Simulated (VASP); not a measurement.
# Cu (Fm-3m) in VASP: further runs

One crystal, Cu, is run at these levels: PBE; tasks: single point.

Program: VASP 6.6.1. These are calculated values, not measurements. Logs are shortened: lines on timing, memory, paths and dates and some standing lists are left out, and cuts for length are marked.

### 1 The undisturbed crystal

The structure is cubic, space group Fm-3m (No. 225). Conventional cell: a = 3.615 Å, b = 3.615 Å, c = 3.615 Å, α = 90.00°, β = 90.00°, γ = 90.00°. Cu (site symmetry m-3m) is surrounded by 12 Cu at 2.56 Å.

### 2 Single point, PBE (a relaxed cell with its volume scaled by 0.94)

INCAR

```
SYSTEM = Cu
PREC = Accurate ; ENCUT = 520
EDIFF = 1E-7 ; ISMEAR = 0
SIGMA = 0.1 ; LREAL = .False.
LASPH = .True. ; NELM = 80
ALGO = Fast ; ISIF = 2
LWAVE = .False. ; LCHARG = .False.
GGA = PE ; NBANDS = 12
```

KPOINTS

```
Automatic mesh
0
Gamma
  6 6 6
  0 0 0
```

POSCAR

```
Cu                                      
1.0
    0.0000000000      1.7848132214      1.7848132214
    1.7848132214      0.0000000000      1.7848132214
    1.7848132214      1.7848132214     -0.0000000000
  Cu            
     1
Direct
     0.0000000000000000    0.0000000000000000    0.0000000000000000
```

Potentials or basis: VASP PAW PBE potentials, release 64 (Cu).

Started as:

```bash
> cat potpaw_PBE.64/Cu/POTCAR > POTCAR
> mpirun -np 1 vasp_std > vasp.out
```

OUTCAR:

```text
SYSTEM = Cu
   PREC = Accurate
   ENCUT = 520
   EDIFF = 1E-7
   ISMEAR = 0
   LREAL = .False.
   LASPH = .True.
   NELM = 80
   ISIF = 2
   GGA = PE

 ion  position               nearest neighbor table
   1  0.000  0.000  0.000-

  LATTYP: Found a face centered cubic cell.
 ALAT       =     3.5696264428

  Lattice vectors:

 A1 = (   0.0000000000,   1.7848132214,   1.7848132214)
 A2 = (   1.7848132214,   0.0000000000,   1.7848132214)
 A3 = (   1.7848132214,   1.7848132214,   0.0000000000)

Analysis of symmetry for initial positions (statically):
=====================================================================
 Subroutine PRICEL returns:
 Original cell was already a primitive cell.

 Routine SETGRP: Setting up the symmetry group for a
 face centered cubic supercell.

 Subroutine GETGRP returns: Found 48 space group operations
 (whereof 48 operations were pure point group operations)
 out of a pool of 48 trial point group operations.

The static configuration has the point symmetry O_h .

Analysis of symmetry for dynamics (positions and initial velocities):
=====================================================================
 Subroutine PRICEL returns:
 Original cell was already a primitive cell.

 Routine SETGRP: Setting up the symmetry group for a
 face centered cubic supercell.

 Subroutine GETGRP returns: Found 48 space group operations
 (whereof 48 operations were pure point group operations)
 out of a pool of 48 trial point group operations.

The dynamic configuration has the point symmetry O_h .

 Subroutine INISYM returns: Found 48 space group operations
 (whereof 48 operations are pure point group operations),
 and found     1 'primitive' translations

----------------------------------------------------------------------------------------

                                     Primitive cell

  volume of cell :      11.3713

  direct lattice vectors                    reciprocal lattice vectors
     0.000000000  1.784813221  1.784813221    -0.280141358  0.280141358  0.280141358
     1.784813221  0.000000000  1.784813221     0.280141358 -0.280141358  0.280141358
     1.784813221  1.784813221  0.000000000     0.280141358  0.280141358 -0.280141358

  length of vectors
     2.524107064  2.524107064  2.524107064     0.485219066  0.485219066  0.485219066

  position of ions in fractional coordinates (direct lattice)
     0.000000000  0.000000000  0.000000000

  ion indices of the primitive-cell ions
   primitive index   ion index
                 1           1

----------------------------------------------------------------------------------------

 KPOINTS: Automatic mesh

Automatic generation of k-mesh.
 Grid dimensions read from file:
 generate k-points for:    6    6    6

 Generating k-lattice:

  Cartesian coordinates                     Fractional coordinates (reciprocal lattice)
    -0.046690226  0.046690226  0.046690226     0.166666667  0.000000000  0.000000000
     0.046690226 -0.046690226  0.046690226     0.000000000  0.166666667  0.000000000
     0.046690226  0.046690226 -0.046690226     0.000000000  0.000000000  0.166666667

  Length of vectors
     0.080869844  0.080869844  0.080869844

  Shift w.r.t. Gamma in fractional coordinates (k-lattice)
     0.000000000  0.000000000  0.000000000

 Subroutine IBZKPT returns following result:
 ===========================================

 Found     16 irreducible k-points:

 Following reciprocal coordinates:
            Coordinates               Weight
  0.000000  0.000000  0.000000      1.000000
  0.166667  0.000000  0.000000      8.000000
  0.333333  0.000000  0.000000      8.000000
  0.500000  0.000000  0.000000      4.000000
  0.166667  0.166667  0.000000      6.000000
  0.333333  0.166667  0.000000     24.000000
[... 8 lines left out ...]
 -0.333333  0.333333  0.166667     24.000000
 -0.333333  0.500000  0.166667     12.000000
   k-points           NKPTS =     16   k-points in BZ     NKDIM =     16   number of bands    NBANDS=     12
   number of dos      NEDOS =    301   number of ions     NIONS =      1
   total plane-waves  NPLWV =   8000
   dimension x,y,z NGX =    20 NGY =   20 NGZ =   20
   dimension x,y,z NGXF=    40 NGYF=   40 NGZF=   40
   ions per type =               1
   NGX,Y,Z   is equivalent  to a cutoff of  13.17, 13.17, 13.17 a.u.
   NGXF,Y,Z  is equivalent  to a cutoff of  26.35, 26.35, 26.35 a.u.
 SYSTEM =  Cu
   PREC   = accura    normal or accurate (medium, high low for compatibility)
   ISTART =      0    job   : 0-new  1-cont  2-samecut
   ICHARG =      2    charge: 1-file 2-atom 10-const
   ISPIN  =      1    spin polarized calculation?
   LNONCOLLINEAR =      F non collinear calculations
   LSORBIT =      F    spin-orbit coupling
   LASPH  =      T    aspherical Exc in radial PAW
   ENCUT  =  520.0 eV  38.22 Ry    6.18 a.u.   4.69  4.69  4.69*2*pi/ulx,y,z
   NELM   =     80;   NELMIN=  2; NELMDL= -5     # of ELM steps
   EDIFF  = 0.1E-06   stopping-criterion for ELM
   LREAL  =      F    real-space projection
   EDIFFG = 0.1E-05   stopping-criterion for IOM
   NSW    =      0    number of steps for IOM
   IBRION =     -1    ionic relax: 0-MD 1-quasi-New 2-CG
   NFREE  =      0    steps in history (QN), initial steepest desc. (CG)
   ISIF   =      2    stress and relaxation
   ISYM   =      2    0-nonsym 1-usesym 2-fastsym
   POTIM  = 0.5000    time-step for ionic-motion
   TEBEG  =    0.0;   TEEND  =   0.0 temperature during run
   PSTRESS=    0.0 pullay stress
   NELECT =      11.0000    total number of electrons
   NUPDOWN=      -1.0000    fix difference up-down
   EMIN   =  10.00;   EMAX   =-10.00  energy-range for DOS
   EFERMI =   0.00;   METHOD = LEGACY
   ISMEAR =     0;   SIGMA  =   0.10  broadening in eV -4-tet -1-fermi 0-gaus
   EFERMI_NEDOS =   21; number of points for ismear=-14 and -15
   IALGO  =     68    algorithm
   IMIX   =      4    mixing-type and parameters
     AMIX     =   0.40;   BMIX     =  1.00
     AMIX_MAG =   1.60;   BMIX_MAG =  1.00
  volume/ion in A,a.u.               =      11.37        76.74
  Fermi-wavevector in a.u.,A,eV,Ry     =   1.619085  3.059627 35.666800  2.621436
  Thomas-Fermi vector in A             =   2.713243
   LORBIT       =      0    0 simple, 1 ext, 2 COOP (PROOUT), +10 PAW based schemes
   GGA     = PE    functional components
   LHFCALC =     F    Hartree Fock is set to
   AEXX    =    0.0000 exact exchange contribution
   IVDW    =     0    specifies the selected vdW correction
   LEPSILON=     F    determine dielectric tensor
   LRPA    =     F    only Hartree local field effects (RPA)
 non-spin polarized calculation
 RMM-DIIS sequential band-by-band and
 Gauss-broadening in eV      SIGMA  =   0.10
  energy-cutoff  :      520.00
  volume of cell :       11.37
 maximum number of plane-waves:       331
   NGX =  9   NGY =  9   NGZ =  9

 number of electron      11.0000013 magnetization

 Free energy of the ion-electron system (eV)
  ---------------------------------------------------
  ext. energy  EPLUGINS =         0.00000000
  ---------------------------------------------------
  free energy    TOTEN  =        -3.64758070 eV

  energy without entropy =       -3.64162193  energy(sigma->0) =       -3.64460132

 E-fermi :   8.0278     XC(G=0): -12.9478

 val. band max:        8.0052747275   @ k =   0.5000   0.3333   0.1667
 cond. band min:       8.5429112077   @ k =   0.5000   0.1667   0.0000
 fundamental gap:      0.5376364802
 Fermi energy:         8.0278067221

 k-point     1 :       0.0000    0.0000    0.0000
  band No.  band energies     occupation
      1      -1.5787      2.00000
      2       4.9186      2.00000
      3       4.9186      2.00000
      4       4.9186      2.00000
      5       5.7906      2.00000
      6       5.7906      2.00000
      7      30.9626      0.00000
      8      33.9033      0.00000
      9      33.9033      0.00000
     10      33.9033      0.00000
     11      36.4322      0.00000
     12      36.4322      0.00000

 k-point     2 :       0.1667    0.0000    0.0000
  band No.  band energies     occupation
      1      -0.5635      2.00000
      2       4.7318      2.00000
      3       5.0649      2.00000
      4       5.0649      2.00000
      5       5.7625      2.00000
      6       5.7625      2.00000
      7      25.1034      0.00000
      8      31.4680      0.00000
      9      32.2204      0.00000
     10      32.2204      0.00000
     11      38.2314      0.00000
     12      38.7706      0.00000

 k-point     3 :       0.3333    0.0000    0.0000
  band No.  band energies     occupation
      1       1.8600      2.00000
      2       4.9073      2.00000
      3       5.0026      2.00000
      4       5.0026      2.00000
      5       6.1063      2.00000
      6       6.1063      2.00000
      7      16.9276      0.00000
      8      30.1810      0.00000
      9      31.0057      0.00000
     10      31.0057      0.00000
     11      35.3689      0.00000
     12      35.3689      0.00000

 k-point     4 :       0.5000    0.0000    0.0000
  band No.  band energies     occupation
      1       2.7710      2.00000
      2       4.8822      2.00000
      3       4.8822      2.00000
      4       6.3926      2.00000
      5       6.3926      2.00000
      6       6.9504      2.00000
      7      12.0166      0.00000
      8      29.4366      0.00000
      9      30.7323      0.00000
     10      30.7323      0.00000
     11      33.6919      0.00000
     12      33.6919      0.00000

 k-point     5 :       0.1667    0.1667    0.0000
  band No.  band energies     occupation
      1      -0.2334      2.00000
      2       4.5318      2.00000
      3       5.2463      2.00000
      4       5.2463      2.00000
      5       5.4639      2.00000
      6       5.9335      2.00000
      7      28.3436      0.00000
      8      28.3436      0.00000
      9      28.5655      0.00000
     10      30.2975      0.00000
     11      34.4294      0.00000
     12      41.7454      0.00000
[... 108 lines left out ...]
      1       2.9564      2.00000
      2       3.4408      2.00000
      3       6.3732      2.00000
      4       6.5442      2.00000
      5       6.5442      2.00000
      6       9.5355      0.00000
      7      15.4476      0.00000
      8      21.4442      0.00000
      9      21.4442      0.00000
     10      26.0344      0.00000
     11      28.9604      0.00000
     12      50.9300      0.00000

 k-point    14 :       0.5000    0.3333    0.1667
  band No.  band energies     occupation
      1       3.3352      2.00000
      2       4.0776      2.00000
      3       4.6233      2.00000
      4       5.8369      2.00000
      5       6.0428      2.00000
      6       8.0053      1.25001
      7      18.5837      0.00000
      8      19.6479      0.00000
      9      23.1964      0.00000
     10      33.2381      0.00000
     11      34.8892      0.00000
     12      39.2108      0.00000

 k-point    15 :      -0.3333    0.3333    0.1667
  band No.  band energies     occupation
      1       3.9652      2.00000
      2       3.9869      2.00000
      3       4.5891      2.00000
      4       5.6366      2.00000
      5       6.3586      2.00000
      6      11.6982      0.00000
      7      13.0410      0.00000
      8      20.0654      0.00000
      9      20.4423      0.00000
     10      33.6322      0.00000
     11      36.3981      0.00000
     12      42.5878      0.00000

 k-point    16 :      -0.3333    0.5000    0.1667
  band No.  band energies     occupation
      1       3.4925      2.00000
      2       3.8498      2.00000
      3       5.1231      2.00000
      4       5.9464      2.00000
      5       6.5448      2.00000
      6      12.1766      0.00000
      7      15.9748      0.00000
      8      16.9645      0.00000
      9      18.3758      0.00000
     10      32.1973      0.00000
     11      34.9588      0.00000
     12      42.1507      0.00000

------------------------ aborting loop because EDIFF is reached ----------------------------------------

  FORCE on cell =-STRESS in cart. coord.  units (eV):
  Direction    XX          YY          ZZ          XY          YZ          ZX
  --------------------------------------------------------------------------------------
  -------------------------------------------------------------------------------------
  Total        0.6941734      0.6941734      0.6941734      0.0000000     -0.0000000      0.0000000
  in kB       97.8070714     97.8070714     97.8070714      0.0000000     -0.0000000      0.0000000
  external PRESSURE =      97.8070714 kB  Pullay stress =       0.0000000 kB

 VOLUME and BASIS-vectors are now :
 -----------------------------------------------------------------------------
  energy-cutoff  :      520.00
  volume of cell :       11.37
      direct lattice vectors                 reciprocal lattice vectors
     0.000000000  1.784813221  1.784813221    -0.280141358  0.280141358  0.280141358
     1.784813221  0.000000000  1.784813221     0.280141358 -0.280141358  0.280141358
     1.784813221  1.784813221  0.000000000     0.280141358  0.280141358 -0.280141358

 POSITION                                       TOTAL-FORCE (eV/Angst)
 -----------------------------------------------------------------------------------
      0.00000      0.00000      0.00000         0.000000      0.000000      0.000000
 -----------------------------------------------------------------------------------
    total drift:                                0.000000      0.000000      0.000000

  FREE ENERGIE OF THE ION-ELECTRON SYSTEM (eV)
  ---------------------------------------------------
  free  energy   TOTEN  =        -3.6475806994 eV

  energy  without entropy=       -3.6416219324  energy(sigma->0) =       -3.64460132
```

Run time: 2.4 s. Hardware: 1 thread of Intel Xeon 6975P-C (Granite Rapids), shared host; peak memory 0.11 GiB.

What came out:

```
Free energy            : -3.6476 eV
Pressure               : 9.8 GPa
Band gap on the k mesh : none (metal or under the smearing width)
```

Caveat: the k mesh is coarse (spacing up to 0.51 Å⁻¹), so the values aren't converged.

### 3 Single point, PBE (a relaxed cell with its volume scaled by 1.06)

INCAR is that of step 2.

KPOINTS is that of step 2.

POSCAR

```
Cu                                      
1.0
    0.0000000000      1.8577421934      1.8577421934
    1.8577421934      0.0000000000      1.8577421934
    1.8577421934      1.8577421934     -0.0000000000
  Cu            
     1
Direct
     0.0000000000000000    0.0000000000000000    0.0000000000000000
```

Potentials or basis: VASP PAW PBE potentials, release 64 (Cu).

Started as:

```bash
> cat potpaw_PBE.64/Cu/POTCAR > POTCAR
> mpirun -np 1 vasp_std > vasp.out
```

Wall time 2.5 s (1 thread of Intel Xeon 6975P-C (Granite Rapids), shared host); peak memory 0.11 GiB.

It converged, with:

| Property | Result |
| --- | --- |
| Free energy | -3.6525 eV |
| Pressure | -6.9 GPa |
| Band gap on the k mesh | none (metal or under the smearing width) |

Levels at points of the mesh, in eV from the Fermi level:
| k point | band 4 | band 5 | band 6 | band 7 | band 8 | band 9 |
| --- | --- | --- | --- | --- | --- | --- |
| (0.00, 0.00, 0.00) | -2.69 | -1.97 | -1.97 | 22.03 | 24.05 | 24.05 |
| (0.50, 0.00, 0.00) | -1.47 | -1.47 | -0.67 | 3.46 | 20.57 | 20.92 |
| (0.50, 0.50, 0.00) | -1.35 | -1.35 | 1.66 | 6.65 | 12.56 | 12.56 |

Caveat: the k mesh is coarse (spacing up to 0.49 Å⁻¹), so the values aren't converged.
